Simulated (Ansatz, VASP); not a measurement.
# Al: VASP beside Ansatz

File INCAR:

```
SYSTEM = Al
  ALGO = Normal
  DIPOL = 0.5 0.5 0.682
  EDIFF = 1E-6
  ENCUT = 520
  GGA = PE
  IDIPOL = 3
  ISIF = 2
  ISMEAR = 0
  LASPH = .True.
  LCHARG = .True.
  LDIPOL = .True.
  LELF = .True.
  LREAL = .False.
  LVACPOTAV = .True.
  LVHAR = .True.
  LWAVE = .False.
  NBANDS = 30
  NELM = 100
  PREC = Accurate
  SIGMA = 0.1
```

Contents of KPOINTS:

```
k-points
0
Gamma
  6 6 1
  0 0 0
```

The input POSCAR:

```
Al
1.0
    5.6802178820      0.0000000000      0.0000000000
   -2.8401089410      4.9192129848      0.0000000000
    0.0000000000      0.0000000000     30.6908449029
Al
12
Direct
    0.0002125410      0.3331040119      0.6076364351
    0.4975195576      0.3312142551      0.6060705570
    0.0020979344      0.8323018365      0.6060758552
    0.5010174733      0.8357927199      0.6060710551
    0.8326931400      0.4997824811      0.6818461391
    0.3344186472      0.5006263285      0.6818467280
    0.8335223121      0.9988991848      0.6818470295
    0.3335438000      0.9997782532      0.6823432293
    0.6668662938      0.6664437153      0.7577415849
    0.1660320235      0.6665340489      0.7576909798
    0.6667791268      0.1655143732      0.7576919269
    0.1678035155      0.1672783503      0.7576917195
```

Input for Ansatz:

```yaml
crystal:
  lattice:
    - [5.680217882, 0.0, 0.0]
    - [-2.840108941, 4.9192129848, 0.0]
    - [0.0, 0.0, 30.6908449029]
  atoms:
    - { symbol: Al, position: [0.000212541, 0.3331040119, 0.6076364351] }
    - { symbol: Al, position: [0.4975195576, 0.3312142551, 0.606070557] }
    - { symbol: Al, position: [0.0020979344, 0.8323018365, 0.6060758552] }
    - { symbol: Al, position: [0.5010174733, 0.8357927199, 0.6060710551] }
    - { symbol: Al, position: [0.83269314, 0.4997824811, 0.6818461391] }
    - { symbol: Al, position: [0.3344186472, 0.5006263285, 0.681846728] }
    - { symbol: Al, position: [0.8335223121, 0.9988991848, 0.6818470295] }
    - { symbol: Al, position: [0.3335438, 0.9997782532, 0.6823432293] }
    - { symbol: Al, position: [0.6668662938, 0.6664437153, 0.7577415849] }
    - { symbol: Al, position: [0.1660320235, 0.6665340489, 0.7576909798] }
    - { symbol: Al, position: [0.6667791268, 0.1655143732, 0.7576919269] }
    - { symbol: Al, position: [0.1678035155, 0.1672783503, 0.7576917195] }
basis:
  ecutwfc: 420
kpoints:
  mp_grid: { grid: [6, 6, 1] }
hamiltonian:
  xc: pbe
scf:
  occupations: { method: gaussian, width: 0.1 }
output:
  forces: true
  stress: true
  eigenvalues: true
efield:
  axis: 3
  dipole_correction: true
  ramp_width: 0.04
```

Alike in both runs: task single point; functional PBE; k mesh 6 × 6 × 1; occupations gaussian, width 0.1 eV; no spin polarisation.

```csv
,VASP,Ansatz
version,VASP 6.6.1,Ansatz 0.2.0
potentials or method,"VASP PAW PBE potentials, release 64 (Al)","scalar-relativistic, plane waves, PAW"
plane-wave cutoff (eV),520,420
valence electrons in the cell,36,36
```

```tsv
	VASP	Ansatz	Ansatz less VASP
gap on the k mesh at the Fermi level (eV)	none	none	-
rms of the force components (eV/Å)	0.043	0.043	-0.0002
work function, face that differs most (eV)	3.86	3.86	-0.003
```

Atom by atom the forces differ by 0.000 eV/Å (rms over components). A gap of «none» marks a metal or a gap that the smearing closes. Ansatz warned: «near_symmetry_operation_missed_by_atoms».
